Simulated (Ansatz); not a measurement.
N (P6_3/mmc)

Computed with DFT PBE+D3(BJ), scalar-relativistic, plane waves, PAW (Ansatz).

Settings: cutoff 420 eV, Γ-centred mesh 9×9×4 on the computed 4-atom cell, Gaussian smearing of 0.02 eV; no spin polarisation.

The structure is relaxed at this level of theory with its symmetry kept. Whether it is the stable form of this composition wasn't checked.

```xyz
4
Lattice="3.8219 0.0000 0.0000 -1.9109 3.3099 0.0000 0.0000 0.0000 7.4228" Properties=species:S:1:pos:R:3 pbc="T T T"
N     0.0000    2.2066    2.4068
N     0.0000    2.2066    1.3046
N     1.9109    1.1033    6.1182
N     1.9109    1.1033    5.0161
```

| Item | Value |
| --- | --- |
| Space group | P6_3/mmc (No. 194) |
| Volume per atom | 23.47 Å³ |
| Kohn–Sham band gap | 7.11 eV, indirect from (-0.094, 0.031, 0.000) to M |
| Löwdin character of the top 1 eV of the valence band | N 2p 65 %, N 2s 32 % |
| Löwdin character of the lowest 1 eV of the conduction band | N 2p 97 % |
| Electron masses at the edge by Cartesian direction of the standard setting (m_e; degenerate bands sorted by energy; no spin-orbit coupling) | x: 7.6; y: 1.4; z: 1.6 |
| Hole masses at the edge by Cartesian direction of the standard setting (m_e; degenerate bands sorted by energy; no spin-orbit coupling) | x: over 30; y: over 30; z: 1.2 |
| Bulk modulus | 2.5 GPa |
| Its pressure derivative | 6.4 |
| Electronic dielectric constant xx, yy, zz of the standard setting (independent particles) | 1.6, 1.6, 2.4 |
| Bader charges (e) | N (4 in the cell) 0.00 |

An odd mesh misses points on the zone edge, so a gap read on it can be too wide.